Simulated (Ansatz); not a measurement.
**Li2O (database structure): how the settings move a single-point run**

Aim: see which settings change the result for Li2O (database structure), by how much, and at what cost.

The COD entry's cell or inner coordinates are ideal or old and differ from later refinements, so a difference from it is no clean test against experiment.

Method: reference: DFT PBE, plane waves, PAW, scalar-relativistic, no spin polarisation, in Ansatz 0.2.0.

### Step 1. The structure to begin with

The structure is cubic, space group Fm-3m (No. 225). Conventional cell: a = 4.619 Å, b = 4.619 Å, c = 4.619 Å, α = 90.00°, β = 90.00°, γ = 90.00°. Around O (site symmetry m-3m) lie 8 Li at 2.00 Å. Around Li (site symmetry -43m) lie 4 O at 2.00 Å.

As a file:

```cif
data_structure
_symmetry_space_group_name_H-M 'Fm-3m'
_symmetry_Int_Tables_number 225
_cell_length_a 4.6186
_cell_length_b 4.6186
_cell_length_c 4.6186
_cell_angle_alpha 90.000
_cell_angle_beta 90.000
_cell_angle_gamma 90.000
_cell_volume 98.52
loop_
_atom_site_label
_atom_site_type_symbol
_atom_site_symmetry_multiplicity
_atom_site_Wyckoff_symbol
_atom_site_fract_x
_atom_site_fract_y
_atom_site_fract_z
_atom_site_occupancy
O1 O 4 a 0.00000 0.00000 0.00000 1
Li1 Li 8 c 0.25000 0.75000 0.75000 1
```

### Step 2. Baseline

input.yaml

```yaml
crystal:
  lattice:
    - [0.0, 2.309313, 2.309313]
    - [2.309313, 0.0, 2.309313]
    - [2.309313, 2.309313, 0.0]
  atoms:
    - { symbol: O, position: [0.0, 0.0, 0.0] }
    - { symbol: Li, position: [0.25, 0.25, 0.25] }
    - { symbol: Li, position: [0.75, 0.75, 0.75] }
  symmetry: { tolerance: 0.0003 }
kpoints:
  mp_grid: { grid: [7, 7, 7], shift: [0, 0, 0] }
magnetization:
  spin_polarized: false
scf:
  occupations: { method: fermi_dirac, width: 0.0178 }
hamiltonian:
  pseudopotentials: { kind: paw }
  xc: pbe
basis:
  ecutwfc: 420
output:
  forces: true
  stress: true
  eigenvalues: true
  write_density: true
  write_potential: true
  elf: true
  volumetric_format: npy
```

Run with:

```bash
$ ansatz run input.yaml --threads 1 --pin off --max-ram 2560MiB --backend cpu --events-out ev --progress --plain --runs-dir out
```

What it wrote (excerpt; [...] marks lines left out):

```text
Warning: RAYON_NUM_THREADS=1 ignored (pool sized by the plan → 1); use --threads N
[...]
Pseudopotentials: kind: paw
Pseudopotential: O, paw, valence charge 6, recommended cutoff 420 eV (normal), O.paw.azcp
Pseudopotential: Li, paw, valence charge 3, recommended cutoff 420 eV (normal), Li.paw.azcp
Functional definition: PBE
[...]
Crystal: 3 atoms, lattice volume = 24.631 Å³
Basis set: ecut = 420 eV, 531 PW (Γ), exchange–correlation on 48×48×48 points (8 copies of the dense FFT grid, shifted against one another)
Bands: 10, of which v1, the nominal top of the filled ones, is band 6 counted from 1 (5 counted from 0)
Symmetry: 48 space group operations
Space group: Fm-3m (ITA 225), of the structure as read, at distance tolerance 8.7e-4 Å
k-points: 20 of 343
[...]
SCF iter   1: F=—  HF=-979.862616 eV  |F-HF|=—  |Δ(HF+E_count)|=         —  Δρ=4.91e-4  dr2=9.52e-6  ethr=1.77e-3  ⟨swp⟩=5.7  Hψ=1155  notcnv=0
[...]
SCF iter   6: F=-979.862624 eV  HF=-979.862624 eV  |F-HF|=8.58e-10  |Δ(HF+E_count)|=   1.76e-9  Δρ=2.37e-6  dr2=1.10e-9  ethr=9.49e-11  ⟨swp⟩=4.0  Hψ=805  notcnv=0
[...]
SCF converged after 6 iterations
Free energy (F): -979.862624 eV
[...]
E sigma→0 (E₀):  -979.862624 eV
Fermi energy:    5.506798 eV
[...]
--- Forces (eV/Å), atoms counted from 1 ---
  atom   1  O     -0.00000000     0.00000000     0.00000000
  atom   2  Li    -0.00000000     0.00000000     0.00000000
  atom   3  Li    -0.00000000    -0.00000000     0.00000000
[...]
--- Stress (GPa, compression-positive) ---
        0.387969       0.000000      -0.000000
       -0.000000       0.387969      -0.000000
        0.000000      -0.000000       0.387969
  P = ⅓ Tr σ = 0.3880 GPa (3.880 kbar)
--- Band table (eV; the first three rows and the last of 20) ---
  k-point 0: bands = ["-40.0203", "-39.6900", "-12.5086", "2.9343", "2.9343", "2.9343", "8.2052", "14.8819", "14.8819", "14.8819"]
[...]
```

It took 0.59 s on 1 thread of Arm Neoverse V2, shared host; peak memory 0.25 GiB.

### Step 3. Changing settings: mp_grid.grid [9, 9, 9], ecutwfc 350 eV

Edit input.yaml of step 2 so:

```diff
@@ -11,3 +11,3 @@
 kpoints:
-  mp_grid: { grid: [7, 7, 7], shift: [0, 0, 0] }
+  mp_grid: { grid: [9, 9, 9], shift: [0, 0, 0] }
 magnetization:
@@ -20,3 +20,3 @@
 basis:
-  ecutwfc: 420
+  ecutwfc: "350 eV"
 output:
@@ -25,5 +25 @@
   eigenvalues: true
-  write_density: true
-  write_potential: true
-  elf: true
-  volumetric_format: npy
```

Run with:

```bash
$ ansatz run input.yaml --threads 1 --pin off --max-ram 2560MiB --backend cpu --events-out ev --progress --plain --runs-dir out
```

What it wrote (excerpt; [...] marks lines left out):

```text
Warning: basis.ecutwfc = 350 eV is below the records' recommended 420 eV, and the density's cutoff is lower with it unless basis.ecutrho_ratio is high enough to keep the records' density cutoff: compare with a run at a higher cutoff
Warning: RAYON_NUM_THREADS=1 ignored (pool sized by the plan → 1); use --threads N
[...]
[... 4 set-up lines as earlier in the session ...]
[...]
Crystal: 3 atoms, lattice volume = 24.631 Å³
Basis set: ecut = 350 eV, 339 PW (Γ), exchange–correlation on 40×40×40 points (8 copies of the dense FFT grid, shifted against one another)
Bands: 10, of which v1, the nominal top of the filled ones, is band 6 counted from 1 (5 counted from 0)
[... 2 set-up lines as earlier in the session ...]
k-points: 35 of 729
[...]
SCF iter   1: F=—  HF=-979.772934 eV  |F-HF|=—  |Δ(HF+E_count)|=         —  Δρ=4.86e-3  dr2=1.17e-3  ethr=1.77e-3  ⟨swp⟩=5.7  Hψ=2009  notcnv=0
[...]
SCF iter   6: F=-979.773725 eV  HF=-979.773725 eV  |F-HF|=5.12e-9  |Δ(HF+E_count)|=  4.62e-10  Δρ=5.57e-6  dr2=6.40e-9  ethr=1.78e-10  ⟨swp⟩=2.0  Hψ=1045  notcnv=0
[...]
SCF converged after 6 iterations
Free energy (F): -979.773725 eV
[...]
E sigma→0 (E₀):  -979.773725 eV
Fermi energy:    5.481340 eV
[...]
--- Forces (eV/Å), atoms counted from 1 ---
  atom   1  O     -0.00000000     0.00000000     0.00000000
  atom   2  Li     0.00000000     0.00000000    -0.00000000
  atom   3  Li     0.00000000     0.00000000     0.00000000
[...]
--- Stress (GPa, compression-positive) ---
        0.401878      -0.000000      -0.000000
       -0.000000       0.401878       0.000000
        0.000000       0.000000       0.401878
  P = ⅓ Tr σ = 0.4019 GPa (4.019 kbar)
--- Band table (eV; the first three rows and the last of 35) ---
  k-point 0: bands = ["-40.0218", "-39.6915", "-12.5257", "2.9446", "2.9446", "2.9446", "8.1990", "14.8857", "14.8857", "14.8857"]
[...]
```

Run time: 0.55 s. Hardware: 1 thread of Arm Neoverse V2, shared host; peak memory 0.24 GiB.

Changing the k-point mesh and cutoff moves the energy by +29.6 meV/atom, and the gap on the mesh goes from 5.16 to 5.08 eV. More than one kind of setting changed, and this run alone doesn't tell their shares apart. A gap read on a mesh depends on which points the mesh holds, and a coarse mesh shifts the density too. The log warns that the cutoff is under what these potentials recommend, so the shift holds truncation error. These settings are too coarse to quote as the system's properties.

### Step 4. Variant: lower_state_search standard, chi_scale 0.1

Edit input.yaml of step 2 so:

```diff
@@ -16,2 +16,4 @@
   occupations: { method: fermi_dirac, width: 0.0178 }
+  lower_state_search: standard
+  initial_density: { chi_scale: 0.1 }
 hamiltonian:
```

Run with:

```bash
$ ansatz run input.yaml --threads 1 --pin off --max-ram 2560MiB --backend cpu --events-out ev --progress --plain --runs-dir out
```

What it wrote (excerpt; [...] marks lines left out):

```text
Warning: RAYON_NUM_THREADS=1 ignored (pool sized by the plan → 1); use --threads N
[...]
[... 4 set-up lines as earlier in the session ...]
[...]
Crystal: 3 atoms, lattice volume = 24.631 Å³
Basis set: ecut = 420 eV, 531 PW (Γ), exchange–correlation on 48×48×48 points (8 copies of the dense FFT grid, shifted against one another)
Bands: 10, of which v1, the nominal top of the filled ones, is band 6 counted from 1 (5 counted from 0)
[... 2 set-up lines as earlier in the session ...]
k-points: 20 of 343
[...]
SCF iter   1: F=—  HF=-979.897515 eV  |F-HF|=—  |Δ(HF+E_count)|=         —  Δρ=4.63e-2  dr2=3.94e-1  ethr=3.10e-3  ⟨swp⟩=5.6  Hψ=1142  notcnv=0
[...]
SCF iter   6: F=-979.862624 eV  HF=-979.862624 eV  |F-HF|=6.21e-9  |Δ(HF+E_count)|=   2.73e-8  Δρ=4.84e-6  dr2=2.48e-9  ethr=8.33e-10  ⟨swp⟩=7.1  Hψ=1146  notcnv=0
[...]
SCF converged after 6 iterations
Free energy (F): -979.862624 eV
[...]
E sigma→0 (E₀):  -979.862624 eV
Fermi energy:    5.506809 eV
[...]
--- Forces (eV/Å), atoms counted from 1 ---
  atom   1  O     -0.00000000     0.00000000     0.00000000
  atom   2  Li     0.00000000    -0.00000000     0.00000000
  atom   3  Li     0.00000000    -0.00000000     0.00000000
[...]
--- Stress (GPa, compression-positive) ---
        0.388325       0.000000       0.000000
        0.000000       0.388325       0.000000
        0.000000      -0.000000       0.388325
  P = ⅓ Tr σ = 0.3883 GPa (3.883 kbar)
--- Band table (eV; the first three rows and the last of 20) ---
  k-point 0: bands = ["-40.0202", "-39.6899", "-12.5085", "2.9344", "2.9344", "2.9344", "8.2051", "14.8819", "14.8819", "14.8819"]
[...]
```

Wall time 0.6 s (1 thread of Arm Neoverse V2, shared host); peak memory 0.24 GiB.

The changed input (search for lower states and start) leaves the energy the same to the digits printed.

### Step 5. Variant: xc pbesol, dispersion d3bjatm, accuracy medium

Edit input.yaml of step 2 so:

```diff
@@ -18,3 +18,4 @@
   pseudopotentials: { kind: paw }
-  xc: pbe
+  xc: pbesol
+  dispersion: d3bjatm
 basis:
@@ -25,5 +26,2 @@
   eigenvalues: true
-  write_density: true
-  write_potential: true
-  elf: true
-  volumetric_format: npy
+accuracy: medium
```

Run with:

```bash
$ ansatz run input.yaml --threads 1 --pin off --max-ram 2560MiB --backend cpu --events-out ev --progress --plain --runs-dir out
```

What it wrote (excerpt; [...] marks lines left out):

```text
Warning: RAYON_NUM_THREADS=1 ignored (pool sized by the plan → 1); use --threads N
[...]
[... 3 set-up lines as earlier in the session ...]
Functional definition: PBEsol
[...]
Crystal: 3 atoms, lattice volume = 24.631 Å³
Basis set: ecut = 420 eV, 531 PW (Γ), exchange–correlation on 48×48×48 points (8 copies of the dense FFT grid, shifted against one another)
Bands: 10, of which v1, the nominal top of the filled ones, is band 6 counted from 1 (5 counted from 0)
[... 2 set-up lines as earlier in the session ...]
k-points: 20 of 343
[...]
SCF iter   1: F=—  HF=-970.479388 eV  |F-HF|=—  |Δ(HF+E_count)|=         —  Δρ=1.30e-2  dr2=3.56e-2  ethr=1.77e-3  ⟨swp⟩=5.6  Hψ=1144  notcnv=0
[...]
SCF iter   6: F=-970.468351 eV  HF=-970.468351 eV  |F-HF|=6.41e-11  |Δ(HF+E_count)|=  6.53e-10  Δρ=9.17e-7  dr2=1.30e-10  ethr=3.23e-11  ⟨swp⟩=1.6  Hψ=589  notcnv=0
[...]
SCF converged after 6 iterations
Free energy (F): -970.468351 eV
[...]
E sigma→0 (E₀):  -970.468351 eV
Fermi energy:    5.308904 eV
[...]
--- Forces (eV/Å), atoms counted from 1 ---
  atom   1  O     -0.00000000     0.00000000     0.00000000
  atom   2  Li    -0.00000000    -0.00000000     0.00000000
  atom   3  Li    -0.00000000    -0.00000000     0.00000000
[...]
--- Stress (GPa, compression-positive) ---
       -5.452030      -0.000000       0.000000
        0.000000      -5.452030       0.000000
       -0.000000       0.000000      -5.452030
  P = ⅓ Tr σ = -5.4520 GPa (-54.520 kbar)
--- Band table (eV; the first three rows and the last of 20) ---
  k-point 0: bands = ["-39.4608", "-39.1115", "-12.5324", "2.8144", "2.8144", "2.8144", "7.9740", "14.6438", "14.6438", "14.6438"]
[...]
```

Run time: 1.1 s. Hardware: 1 thread of Arm Neoverse V2, shared host; peak memory 0.25 GiB.

A change of functional puts the total energy on another scale; the pressure goes from 0.4 to -5.5 GPa and the gap on the mesh goes from 5.16 to 5.00 eV. The dispersion term changed too.

### Step 6. A further run, with the input changed

Edit input.yaml of step 2 so:

```diff
@@ -16,2 +16,4 @@
   occupations: { method: fermi_dirac, width: 0.0178 }
+  mixing: { algorithm: anderson, beta: 0.001, ndim: 1 }
+  max_iter: 60
 hamiltonian:
@@ -25,5 +27 @@
   eigenvalues: true
-  write_density: true
-  write_potential: true
-  elf: true
-  volumetric_format: npy
```

Run with:

```bash
$ ansatz run input.yaml --threads 1 --pin off --max-ram 2560MiB --backend cpu --events-out ev --progress --plain --runs-dir out
```

What it wrote (excerpt; [...] marks lines left out):

```text
Warning: RAYON_NUM_THREADS=1 ignored (pool sized by the plan → 1); use --threads N
[...]
[... 4 set-up lines as earlier in the session ...]
[...]
Crystal: 3 atoms, lattice volume = 24.631 Å³
Basis set: ecut = 420 eV, 531 PW (Γ), exchange–correlation on 48×48×48 points (8 copies of the dense FFT grid, shifted against one another)
Bands: 10, of which v1, the nominal top of the filled ones, is band 6 counted from 1 (5 counted from 0)
[... 2 set-up lines as earlier in the session ...]
k-points: 20 of 343
[...]
SCF iter   1: F=—  HF=-979.862616 eV  |F-HF|=—  |Δ(HF+E_count)|=         —  Δρ=4.91e-4  dr2=9.52e-6  ethr=1.77e-3  ⟨swp⟩=5.7  Hψ=1155  notcnv=0
[...]
SCF iter  36: F=-979.862624 eV  HF=-979.862624 eV  |F-HF|=2.49e-11  |Δ(HF+E_count)|=  6.82e-13  Δρ=4.75e-7  dr2=2.74e-11  ethr=1.00e-12  ⟨swp⟩=1.0  Hψ=601  notcnv=0
[...]
SCF converged after 36 iterations
Free energy (F): -979.862624 eV
[...]
E sigma→0 (E₀):  -979.862624 eV
Fermi energy:    5.506817 eV
[...]
--- Forces (eV/Å), atoms counted from 1 ---
  atom   1  O     -0.00000000     0.00000000    -0.00000000
  atom   2  Li    -0.00000000     0.00000000    -0.00000000
  atom   3  Li    -0.00000000     0.00000000    -0.00000000
[...]
--- Stress (GPa, compression-positive) ---
        0.388144       0.000000      -0.000000
       -0.000000       0.388144      -0.000000
       -0.000000      -0.000000       0.388144
  P = ⅓ Tr σ = 0.3881 GPa (3.881 kbar)
--- Band table (eV; the first three rows and the last of 20) ---
  k-point 0: bands = ["-40.0204", "-39.6901", "-12.5085", "2.9344", "2.9344", "2.9344", "8.2052", "14.8819", "14.8819", "14.8819"]
[...]
```

It took 1.6 s on 1 thread of Arm Neoverse V2, shared host; peak memory 0.25 GiB.

### Step 7. Can this result be trusted?

The run converged and reported no error. Convergence says nothing about whether the input makes sense.

Look at the input: scf.mixing.algorithm is anderson; scf.mixing.beta is 0.001; scf.mixing.ndim is 1. The risk: mixing too weak. The residual crept for many cycles and then fell at once, which so weak a step can't do by itself: the program changed its mixing. Several mixing settings were changed at once, so this run can't tell how much each is to blame.

To undo it: delete scf.mixing.algorithm, scf.mixing.beta and scf.mixing.ndim (the default then holds).

The changed mixing doesn't alter the result here (within 0.5 meV/atom).

### Step 8. Comparison

| run | ending | energy change | pressure (GPa) | gap (eV) | force (eV/Å) | cycles | time |
| --- | --- | --- | --- | --- | --- | --- | --- |
| reference | converged | 0 | 0.4 | 5.16 | 0.00 | 6 | 0.59 s |
| 1: mp_grid.grid [9, 9, 9], ecutwfc 350 eV | converged | +29.6 meV/atom | 0.4 | 5.08 | 0.00 | 6 | 0.55 s |
| 2: lower_state_search standard, chi_scale 0.1 | converged | 0.0 meV/atom | 0.4 | 5.16 | 0.00 | 6 | 0.6 s |
| 3: xc pbesol, dispersion d3bjatm, accuracy medium | converged | not comparable | -5.5 | 5.00 | 0.00 | 6 | 1.1 s |
| 4: mixing.algorithm anderson, mixing.beta 0.001, mixing.ndim 1 | converged | 0.0 meV/atom | 0.4 | 5.16 | 0.00 | 36 | 1.6 s |

Times don't compare one to one where runs were asked for different outputs or read a saved state (see the inputs); cycles may leave out searches for a lower state.

Residual by cycle in the longest SCF loop of each run; runs are numbered as in the table. The quantity is the density residual dr2, in eV.

| cycle | reference | run 1 | run 2 | run 3 | run 4 |
| --- | --- | --- | --- | --- | --- |
| 1 | 9.5e-6 | 0.00117 | 0.394 | 0.0356 | 9.5e-6 |
| 4 | 1.9e-7 | 1.4e-7 | 3.0e-5 | 5.7e-6 | 4.9e-5 |
| 7 | - | - | - | - | 4.9e-5 |
| 11 | - | - | - | - | 4.8e-5 |
| 14 | - | - | - | - | 4.7e-5 |
| 17 | - | - | - | - | 4.7e-5 |
| 20 | - | - | - | - | 4.6e-5 |
| 23 | - | - | - | - | 4.6e-5 |
| 26 | - | - | - | - | 4.5e-5 |
| 30 | - | - | - | - | 4.4e-5 |
| 33 | - | - | - | - | 7.1e-6 |
| 36 | - | - | - | - | 2.7e-11 |

Of the converged runs whose energies compare with the reference's, «mp_grid.grid [9, 9, 9], ecutwfc 350 eV» moves the energy most (+29.6 meV/atom). Run 1 ran under the cutoff that the potentials recommend, as the log warns, so basis error is mixed into its values.

The gaps are Kohn-Sham values of a semilocal functional, not quasiparticle or optical gaps. Such gaps usually fall short of the measured ones.
